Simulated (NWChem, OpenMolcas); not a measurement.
## How basis sets differ on CHF3 (trifluoromethane)

CHF3 has 5 atoms, charge 0, and is taken as a singlet. SMILES: `FC(F)F`. Geometry: relaxed at PBE0-D4/def2-TZVP.

```xyz
5

F    -0.6686   -0.3297    1.0792
C     0.0195    0.0564    0.0068
F     1.0474   -0.7738   -0.1575
F    -0.7726   -0.0351   -1.0594
H     0.3744    1.0822    0.1309
```

Each level gives the dipole moment (D). The values are calculated.

Measured value to compare with: NIST CCCBDB gives the dipole moment of the gas as 1.65 D.

```csv
level,kind,program,value (D),computed − measured,CPU time
HF/ANO-R0 (sfX2C),Hartree–Fock,OpenMolcas,0.96,-0.69,1.5 s
HF/ANO-RCC-MB (DKH2),Hartree–Fock,OpenMolcas,2.06,+0.41,2.6 s
HF/STO-3G,Hartree–Fock,NWChem,1.09,-0.56,1.2 s
HF/3-21G,Hartree–Fock,OpenMolcas,2.02,+0.37,2 s
HF/def2-SVP,Hartree–Fock,NWChem,1.90,+0.25,4.2 s
HF/def2-SVPD,Hartree–Fock,NWChem,1.86,+0.21,13 s
HF/aug-cc-pVDZ (RICD fitting),Hartree–Fock,OpenMolcas,1.83,+0.18,2.1 s
```

Nearest: HF/aug-cc-pVDZ (RICD fitting) (+0.18 D); farthest: HF/ANO-R0 (sfX2C) (-0.69 D). The measured dipole is a vibrational average, so differences of a few hundredths of a debye mean little. Magnitudes only. Sets without polarisation functions give poor dipoles. Without the sets that lack polarisation functions the rows with a basis span only 1.83 to 1.90 D. Times are those of the runs behind each value, whatever else they computed, on shared processors of several kinds: orders of magnitude only.
